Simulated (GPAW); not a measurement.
MgS (Niningerite):

```
S Mg
1.0
     0.00000    2.60165    2.60165
     2.60165    0.00000    2.60165
     2.60165    2.60165    0.00000
S Mg
1 1
Direct
  0.50000 0.50000 0.50000
  0.00000 0.00000 0.00000
```

Base run:

| Item | Value |
| --- | --- |
| Program | GPAW 26.7.0 |
| Functional | r2SCAN |
| Potentials or basis | GPAW PAW data sets (gpaw-data 1.2.1), newer versions |
| Cutoff | 650 eV |
| Basis | pw |
| k mesh | 7 × 7 × 7 |
| Occupations | fermi-dirac, width 0.05 eV |
| Spin | no spin polarisation |

Its results: band gap on the k mesh 3.70 eV, indirect (least direct gap 4.65 eV); pressure 0.1 GPa.

Q: The run is repeated on the same cell with these changes: potentials or basis from GPAW PAW data sets (gpaw-data 1.2.1), newer versions to GPAW PAW data sets (gpaw-data 1.2.1); cutoff from 650 eV to 800 eV; k mesh from 7 × 7 × 7 to 9 × 9 × 9. What comes out?

A: Band gap on the k mesh 3.62 eV, indirect (least direct gap 4.65 eV); pressure 0.1 GPa.

Caveats: the PAW data sets were made with another functional, which shifts forces and pressure a little; the cutoff is short for stress and forces, so pressures can be off by a GPa or more (some runs); an odd mesh through Γ misses points on the zone boundary, where band edges often lie (some runs); the mesh misses the band edges, which the band path finds closer together (some runs).

Not every run made on this cell is shown here.
